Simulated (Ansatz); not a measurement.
Mo, fcc: geometry optimisation

The calculation used DFT, PBEsol, plane waves (420 eV) with PAW, scalar-relativistic (Ansatz). The PAW files were generated under PBE, with cores re-solved for the functional.

k-point mesh 14×14×14, Fermi-Dirac smearing 0.1 eV, no spin polarisation. Cell and atoms relax.

Starting structure:

```yaml
crystal:
  lattice:
    - [0.0, 1.9826747602, 1.9826747602]
    - [1.9826747602, 0.0, 1.9826747602]
    - [1.9826747602, 1.9826747602, 0.0]
  atoms:
    - { symbol: Mo, position: [0.0, 0.0, 0.0] }
hamiltonian:
  xc: pbesol
  pseudopotentials:
    kind: paw
    azcp:
      Mo: "pseudopotentials/Mo.paw.azcp"
basis:
  ecutwfc: 420
  fft_grid_basis: typed
kpoints:
  mp_grid: { grid: [14, 14, 14], shift: [0, 0, 0] }
magnetization:
  spin_polarized: false
scf:
  occupations: { method: fermi_dirac, width: 0.1 }
relax:
  max_steps: 60
  f_tol: 0.01
  cell: {}
```

Question: The pressure at the start is -0.8 GPa. By how much does the volume change?

Answer: From 15.59 to 15.54 Å³ per atom, -0.3 %. The final cell has a = 3.961 Å.

Question: How much energy does the relaxation gain?

Answer: 0.1 meV per atom.

Path of the relaxation (the plane waves are chosen anew near the end, which can shift the energy a little):

```
step  E − E(final) (meV/atom)  V (Å³/atom)  P (GPa)  max force (eV/Å)
   0                     0.13       15.588    -0.84             0.000
   1                    -0.01       15.537    -0.01             0.000
   2                     0.00       15.537    -0.01             0.000
```
